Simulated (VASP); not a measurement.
Set up this calculation in VASP 6.6.1, as the native input.

| Quantity | Value |
| --- | --- |
| Task | relaxation of cell and atoms |
| Functional | PBE |
| Dispersion | D3(BJ) |
| Potentials or basis | VASP PAW PBE potentials, release 64 (Se, W_sv) |
| Cutoff | 600 eV |
| k mesh | 12 × 12 × 1 |
| Occupations | gaussian, width 0.03 eV |
| Spin | no spin polarisation |
| Further INCAR settings | ALGO = Normal; EDIFF = 1e-06; IBRION = 2; EDIFFG = -0.01; NSW = 90; ISIF = 3 |

The structure of WSe2 lies in POSCAR:

```
WSe2
1.0
    3.2900000000      0.0000000000      0.0000000000
   -1.6450000000      2.8492235800      0.0000000000
    0.0000000000      0.0000000000     21.3462600000
Se W
2 1
Direct
    0.3333333300      0.6666666700      0.4216195200
    0.3333333300      0.6666666700      0.5783804800
    0.6666666700      0.3333333300      0.5000000000
```

One way to write it, as run:

INCAR

```
SYSTEM = WSe2
PREC = Accurate
ENCUT = 600
EDIFF = 1E-6
ISMEAR = 0
SIGMA = 0.03
LREAL = .False.
LASPH = .True.
NELM = 80
ALGO = Normal
ISIF = 3
LWAVE = .False.
LCHARG = .False.
GGA = PE
IVDW = 12
IBRION = 2
NSW = 90
EDIFFG = -0.01
LATTICE_CONSTRAINTS = .TRUE. .TRUE. .FALSE.
KPAR = 8
```

KPOINTS

```
regular mesh
0
Gamma
  12 12 1
  0 0 0
```

Potentials or basis: VASP PAW PBE potentials, release 64 (Se, W_sv).

Run with:

```console
$ cat potpaw_PBE.64/Se/POTCAR potpaw_PBE.64/W_sv/POTCAR > POTCAR
$ mpirun -np 8 vasp_std > vasp.out
```

It gave:

| Quantity | Value |
| --- | --- |
| Relaxed volume | 66.59 Å³/atom |
| Relaxed cell | a = 3.287 Å, b = 3.287 Å, c = 21.346 Å, α = 90.00°, β = 90.00°, γ = 120.00° |
| Space group after relaxing (to 0.05 Å) | P-6m2 (No. 187) |
| Energy gained by relaxing | 0.9 meV/atom |
| Ionic steps | 5 |
| Largest force after relaxing | 0.003 eV/Å |
| Band gap on the k mesh | 1.65 eV, indirect (least direct gap 1.67 eV) |
| Dispersion energy per atom | -0.337 eV |

Caveat: spin-orbit coupling is left out, which moves the levels of the heavy elements.

Run time: 48 s on 8 MPI ranks on AMD EPYC 9R45 96-Core Processor (Zen 5), on a shared host, peak memory 0.46 GiB a rank.
